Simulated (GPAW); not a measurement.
In:

```xyz
2
Lattice="3.3355 0.0000 0.0000 -1.6677 2.8886 0.0000 0.0000 0.0000 5.5091" Properties=species:S:1:pos:R:3 pbc="T T T"
In    1.6677    0.9629    4.1319
In    0.0000    1.9257    1.3773
```

This isn't the form of In at room conditions, which is tetragonal.

```yaml
Program: GPAW 26.7.0
Task: single point
Functional: PBEsol
Potentials_or_basis: PAW data sets generated in the run's folder for this functional
Cutoff: 600 eV
Basis: pw
k_mesh: 9 × 9 × 5
Occupations: fermi-dirac, width 0.05 eV
Spin: no spin polarisation
```

On this cell: pressure -1.7 GPa; largest force under 0.003 eV/Å; band gap on the k mesh none (metal or under the smearing width).

The same run follows on a disturbed copy (atoms moved at random, drawn with an rms of 0.05 Å):

```
In
1.0
     3.33548    0.00000    0.00000
    -1.66774    2.88861    0.00000
     0.00000    0.00000    5.50914
In
2
Direct
  0.67002 0.33591 0.74904
  0.32037 0.68022 0.25626
```

Question: What does the disturbed cell give?

Answer: The energy (extrapolated to zero smearing) moves by +1.2 meV/atom; pressure -1.7 GPa; largest force 0.098 eV/Å; band gap on the k mesh none (metal or under the smearing width).

Forces in eV/Å, atoms in the order of the input:
```
In  -0.012  0.005  0.097
In   0.012 -0.005 -0.097
```

Stress tensor (GPa, compression positive):
```
-1.69  0.15 -0.02
 0.15 -1.54  0.01
-0.02  0.01 -1.82
```
